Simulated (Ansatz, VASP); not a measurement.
Given: the input of a run of Ansatz 0.2.0 on SrCl2.

input.yaml

```yaml
crystal:
  lattice:
    - [0.0, 3.48835, 3.48835]
    - [3.48835, 0.0, 3.48835]
    - [3.48835, 3.48835, 0.0]
  atoms:
    - { symbol: Sr, position: [0.0, 0.0, 0.0] }
    - { symbol: Cl, position: [0.75, 0.75, 0.75] }
    - { symbol: Cl, position: [0.25, 0.25, 0.25] }
hamiltonian:
  xc: pbesol
  pseudopotentials: { kind: paw }
kpoints:
  mp_grid: { grid: [7, 7, 7] }
scf:
  occupations: { method: fermi_dirac, width: 0.05 }
output:
  forces: true
  stress: true
  eigenvalues: true
```

Potentials or basis: Ansatz PAW.

Launch:

```sh
$ ansatz run input.yaml --threads 2 --pin off --max-ram 5632MiB --backend cpu --events-out ev --progress --plain --runs-dir out
```

Problem. Translate it to VASP 6.6.1. Potentials there: VASP PAW PBE potentials, release 64 (Sr_sv, Cl).

Solution. As run (the cutoff follows the program's own potentials):

Contents of INCAR:

```
SYSTEM = SrCl2
PREC = Accurate
ENCUT = 520
EDIFF = 1E-7
ISMEAR = -1
SIGMA = 0.05
LREAL = .FALSE.
LASPH = .TRUE.
NELM = 100
ALGO = Normal
ISIF = 2
LWAVE = .FALSE.
LCHARG = .FALSE.
GGA = PS
NBANDS = 19
```

The input KPOINTS:

```
regular mesh
0
G
  7 7 7
  0 0 0
```

The input POSCAR:

```
SrCl2
1.0
    0.0000000000      3.4883500000      3.4883500000
    3.4883500000      0.0000000000      3.4883500000
    3.4883500000      3.4883500000      0.0000000000
Sr Cl
1 2
Direct
    0.0000000000      0.0000000000      0.0000000000
    0.7500000000      0.7500000000      0.7500000000
    0.2500000000      0.2500000000      0.2500000000
```

Potentials or basis: VASP PAW PBE potentials, release 64 (Sr_sv, Cl).

Run with:

```bash
$ cat potpaw_PBE.64/Sr_sv/POTCAR potpaw_PBE.64/Cl/POTCAR > POTCAR
$ mpirun -np 1 vasp_std > vasp.out
```

Both were run:

|  | VASP | Ansatz | Ansatz less VASP |
| --- | --- | --- | --- |
| gap on the k mesh at the Fermi level (eV) | 5.17 | 5.18 | +0.009 |
| least direct gap on the mesh (eV) | 5.48 | 5.48 | +0.006 |
| pressure (GPa) | -0.9 | -1.1 | -0.12 |

The functional is the same, so the differences come from potentials, cutoffs and numerics.

Caveats: the PAW data sets were made with another functional, which shifts forces and pressure a little (VASP); an odd mesh through Γ misses points on the zone boundary, where band edges often lie (VASP); odd divisions of the mesh miss points on the zone boundary, where band edges often lie, so the gap on the mesh can be too wide (Ansatz); the PAW data sets come from PBE, with cores solved anew for the run's functional, which leaves a small shift of forces and pressure (Ansatz). PBEsol gaps usually lie below the measured ones, often by a third to a half.
